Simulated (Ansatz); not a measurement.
# Si64Ni (Ni at a hexagonal site in Si, 64-site cell): the cost of one run

Method: DFT HSE06, scalar-relativistic, plane waves, PAW, and further levels as typed in the inputs, in Ansatz 0.2.0.

### Step 1. The structure to begin with

The structure is trigonal, space group R-3m (No. 166). The conventional cell has a = 15.361 Å, b = 15.361 Å, c = 18.814 Å, α = 90.00°, β = 90.00°, γ = 120.00°. Around Ni (site symmetry -3m) lie 6 Si at 2.32 Å. Si (site symmetry m) is surrounded by 1 Ni at 2.32 Å and 4 Si at 2.33 to 2.42 Å. Si (site symmetry 3m) has 4 Si at 2.35 to 2.36 Å as nearest neighbours. Around Si (site symmetry m) lie 4 Si at 2.35 Å. Si (site symmetry m) is surrounded by 4 Si at 2.33 to 2.35 Å. Si (site symmetry m) has 4 Si at 2.34 to 2.35 Å as nearest neighbours. Si (site symmetry 1) is surrounded by 4 Si at 2.35 Å. Only part of the 11 independent sites is listed.

Structure file:

```cif
data_structure
_symmetry_space_group_name_H-M 'R-3m:H'
_symmetry_Int_Tables_number 166
_cell_length_a 15.3612
_cell_length_b 15.3612
_cell_length_c 18.8135
_cell_angle_alpha 90.000
_cell_angle_beta 90.000
_cell_angle_gamma 120.000
_cell_volume 3844.60
loop_
_atom_site_label
_atom_site_type_symbol
_atom_site_symmetry_multiplicity
_atom_site_Wyckoff_symbol
_atom_site_fract_x
_atom_site_fract_y
_atom_site_fract_z
_atom_site_occupancy
Ni1 Ni 3 a 0.00000 0.00000 0.00000 1
Si1 Si 18 h 0.17132 0.08566 0.02160 1
Si2 Si 6 c 0.00000 0.00000 0.18555 1
Si3 Si 18 h 0.49866 0.24933 0.18710 1
Si4 Si 18 h 0.66543 0.83271 0.02333 1
Si5 Si 18 h 0.16672 0.33343 0.51873 1
Si6 Si 36 i 0.99947 0.74947 0.18841 1
Si7 Si 6 c 0.00000 0.00000 0.68912 1
Si8 Si 36 i 0.33368 0.91687 0.35348 1
Si9 Si 18 h 0.83393 0.91697 0.35364 1
Si10 Si 18 h 0.49945 0.74973 0.18805 1
```

### Step 2. Single point: Si64Ni defect cell, no spin

It takes the final geometry of an earlier run: starting moments are set anew.

File input.yaml:

```yaml
crystal:
  lattice:
    - [10.862, 0.0, 0.0]
    - [0.0, 10.862, 0.0]
    - [0.0, 0.0, 10.862]
  atoms:
    - { symbol: Ni, position: [0.3125, 0.3125, 0.3125] }
    - { symbol: Si, position: [0.5054251642, 0.2484409048, 0.2484409048] }
    - { symbol: Si, position: [0.2484409048, 0.5054251642, 0.2484409048] }
    - { symbol: Si, position: [0.2484409048, 0.2484409048, 0.5054251642] }
    - { symbol: Si, position: [0.1195748358, 0.3765590952, 0.3765590952] }
    - { symbol: Si, position: [0.3765590952, 0.1195748358, 0.3765590952] }
    - { symbol: Si, position: [0.3765590952, 0.3765590952, 0.1195748358] }
    - { symbol: Si, position: [0.4980492031, 0.4980492031, 0.4980492031] }
    - { symbol: Si, position: [-0.0017447558, 0.2502723929, 0.2502723929] }
    - { symbol: Si, position: [0.2502723929, -0.0017447558, 0.2502723929] }
    - { symbol: Si, position: [0.2502723929, 0.2502723929, -0.0017447558] }
    - { symbol: Si, position: [0.1269507969, 0.1269507969, 0.1269507969] }
    - { symbol: Si, position: [0.6267447558, 0.3747276071, 0.3747276071] }
    - { symbol: Si, position: [0.3747276071, 0.6267447558, 0.3747276071] }
    - { symbol: Si, position: [0.3747276071, 0.3747276071, 0.6267447558] }
    - { symbol: Si, position: [0.0012579515, 0.5031178744, 0.5031178744] }
    - { symbol: Si, position: [0.5031178744, 0.0012579515, 0.5031178744] }
    - { symbol: Si, position: [0.5031178744, 0.5031178744, 0.0012579515] }
    - { symbol: Si, position: [0.1218821256, 0.1218821256, 0.6237420485] }
    - { symbol: Si, position: [0.1218821256, 0.6237420485, 0.1218821256] }
    - { symbol: Si, position: [0.6237420485, 0.1218821256, 0.1218821256] }
    - { symbol: Si, position: [-0.0020590198, -0.0020590198, 0.4977953525] }
    - { symbol: Si, position: [-0.0020590198, 0.4977953525, -0.0020590198] }
    - { symbol: Si, position: [0.4977953525, -0.0020590198, -0.0020590198] }
    - { symbol: Si, position: [0.5003752221, 0.25090522, 0.7514363118] }
    - { symbol: Si, position: [0.5003752221, 0.7514363118, 0.25090522] }
    - { symbol: Si, position: [0.25090522, 0.5003752221, 0.7514363118] }
    - { symbol: Si, position: [0.7514363118, 0.5003752221, 0.25090522] }
    - { symbol: Si, position: [0.25090522, 0.7514363118, 0.5003752221] }
    - { symbol: Si, position: [0.7514363118, 0.25090522, 0.5003752221] }
    - { symbol: Si, position: [0.1272046475, 0.6270590198, 0.6270590198] }
    - { symbol: Si, position: [0.6270590198, 0.1272046475, 0.6270590198] }
    - { symbol: Si, position: [0.6270590198, 0.6270590198, 0.1272046475] }
    - { symbol: Si, position: [0.1246247779, 0.37409478, 0.8735636882] }
    - { symbol: Si, position: [0.1246247779, 0.8735636882, 0.37409478] }
    - { symbol: Si, position: [0.37409478, 0.1246247779, 0.8735636882] }
    - { symbol: Si, position: [0.8735636882, 0.1246247779, 0.37409478] }
    - { symbol: Si, position: [0.37409478, 0.8735636882, 0.1246247779] }
    - { symbol: Si, position: [0.8735636882, 0.37409478, 0.1246247779] }
    - { symbol: Si, position: [0.0016214931, 0.0016214931, 0.0016214931] }
    - { symbol: Si, position: [-0.0003330793, 0.2491733262, 0.7491116667] }
    - { symbol: Si, position: [-0.0003330793, 0.7491116667, 0.2491733262] }
    - { symbol: Si, position: [0.2491733262, -0.0003330793, 0.7491116667] }
    - { symbol: Si, position: [0.7491116667, -0.0003330793, 0.2491733262] }
    - { symbol: Si, position: [0.2491733262, 0.7491116667, -0.0003330793] }
    - { symbol: Si, position: [0.7491116667, 0.2491733262, -0.0003330793] }
    - { symbol: Si, position: [0.6233785069, 0.6233785069, 0.6233785069] }
    - { symbol: Si, position: [0.6253330793, 0.3758266738, 0.8758883333] }
    - { symbol: Si, position: [0.6253330793, 0.8758883333, 0.3758266738] }
    - { symbol: Si, position: [0.3758266738, 0.6253330793, 0.8758883333] }
    - { symbol: Si, position: [0.8758883333, 0.6253330793, 0.3758266738] }
    - { symbol: Si, position: [0.3758266738, 0.8758883333, 0.6253330793] }
    - { symbol: Si, position: [0.8758883333, 0.3758266738, 0.6253330793] }
    - { symbol: Si, position: [0.5000775652, 0.7491771419, 0.7491771419] }
    - { symbol: Si, position: [0.7491771419, 0.5000775652, 0.7491771419] }
    - { symbol: Si, position: [0.7491771419, 0.7491771419, 0.5000775652] }
    - { symbol: Si, position: [0.1249224348, 0.8758228581, 0.8758228581] }
    - { symbol: Si, position: [0.8758228581, 0.1249224348, 0.8758228581] }
    - { symbol: Si, position: [0.8758228581, 0.8758228581, 0.1249224348] }
    - { symbol: Si, position: [3.4884e-06, 0.7508237518, 0.7508237518] }
    - { symbol: Si, position: [0.7508237518, 3.4884e-06, 0.7508237518] }
    - { symbol: Si, position: [0.7508237518, 0.7508237518, 3.4884e-06] }
    - { symbol: Si, position: [0.6249965116, 0.8741762482, 0.8741762482] }
    - { symbol: Si, position: [0.8741762482, 0.6249965116, 0.8741762482] }
    - { symbol: Si, position: [0.8741762482, 0.8741762482, 0.6249965116] }
scf:
  occupations: { method: fixed }
output:
  forces: true
  stress: false
  eigenvalues: true
kpoints:
  mp_grid: { grid: [1, 1, 1] }
hamiltonian:
  xc: hse06
```

The run is started by

```
ansatz run input.yaml --threads 8 --pin off --max-ram 18432MiB --backend cpu --events-out ev --progress --plain --runs-dir out
```

What time and memory should one allow on 8 threads of Intel Xeon Platinum 8259CL at 2.50GHz (Skylake/Cascade Lake), shared host?

About 64 s, with a peak of 3.2 GiB.
